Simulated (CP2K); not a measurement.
Bi under changes of volume

One of the cells (31.117 Å³/atom); the others are scaled copies at fixed shape and fractional positions:

```xyz
1
Lattice="3.4319 0.0000 0.0000 -1.1440 3.2357 0.0000 -1.1440 -1.6178 2.8022" Properties=species:S:1:pos:R:3 pbc="T T T"
Bi    0.0000    0.0000    0.0000
```

This isn't the form of Bi at room conditions, which is rhombohedral.

| Property | Result |
| --- | --- |
| Program | CP2K 2026.2 |
| Functional | LDA |
| Potentials or basis | GTH_POTENTIALS Bi GTH-PADE-q5; TZVP-MOLOPT-PBE-GTH basis |
| Density cutoff | 6123 eV |
| k mesh | 9 × 9 × 9 |
| Occupations | fermi-dirac, width 0.1 eV |
| Spin | no spin polarisation |

| volume (Å³/atom) | energy over the lowest point (meV/atom) | pressure (GPa) |
| --- | --- | --- |
| 29.250 | 0.00 | 0.5 |
| 29.872 | 0.64 | -0.8 |
| 30.495 | 6.01 | -2.0 |
| 31.117 | 15.62 | -3.0 |
| 31.739 | 29.02 | -3.9 |
| 32.362 | 45.78 | -4.7 |
| 32.984 | ? | ? |

**Question.** What does the run at 32.984 Å³/atom give?

**Answer.** Energy over the lowest point 65.51 meV/atom; pressure -5.4 GPa.

Worked out: A Birch-Murnaghan fit of order 3 (a polynomial in V^(-2/3)) to the other rows has its minimum at 29.48 Å³/atom with B0 = V·E''(V) = 62 GPa and B' = 4.5. It gives 65.53 meV/atom at 32.984 Å³/atom, against the run's 65.51, and -dE/dV = -5.4 GPa, against -5.4.

Energies are extrapolated to zero smearing.

Caveats: the basis of atomic orbitals isn't converged, which shifts pressures, moduli and gaps.
